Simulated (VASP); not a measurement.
Al:

```xyz
1
Lattice="-1.5912 1.5912 1.5912 1.5912 -1.5912 1.5912 1.5912 1.5912 -1.5912" Properties=species:S:1:pos:R:3 pbc="T T T"
Al    0.0000    0.0000    0.0000
```

This isn't the form of Al at room conditions, which is fcc.

* Program: VASP 6.6.1
* Task: relaxation of cell and atoms
* Functional: PBE
* Potentials or basis: VASP PAW PBE potentials, release 64 (Al)
* Cutoff: 600 eV
* k mesh: 18 × 18 × 18
* Occupations: gaussian, width 0.1 eV
* Spin: no spin polarisation

At the start: pressure 3.8 GPa; volume 16.12 Å³/atom.

Where does the relaxation end?

Over 3 steps the energy falls by 9.4 meV/atom and the volume is 16.93 Å³/atom (+5.1 %); space group Im-3m (No. 229, to 0.05 Å).

The path:
| step | energy change (eV) | largest force (eV/Å) | pressure (GPa) | volume (Å³) |
| --- | --- | --- | --- | --- |
| 1 | 0.0000 | 0.0000 | 3.83 | 16.12 |
| 2 | -0.0093 | 0.0000 | -0.40 | 17.03 |
| 3 | -0.0094 | 0.0000 | 0.01 | 16.93 |

Final structure:
```cif
data_structure
_symmetry_space_group_name_H-M 'P 1'
_symmetry_Int_Tables_number 1
_cell_length_a 2.8019
_cell_length_b 2.8019
_cell_length_c 2.8019
_cell_angle_alpha 109.471
_cell_angle_beta 109.471
_cell_angle_gamma 109.471
_cell_volume 16.93
loop_
_atom_site_label
_atom_site_type_symbol
_atom_site_fract_x
_atom_site_fract_y
_atom_site_fract_z
_atom_site_occupancy
Al1 Al 0.00000 0.00000 0.00000 1
```
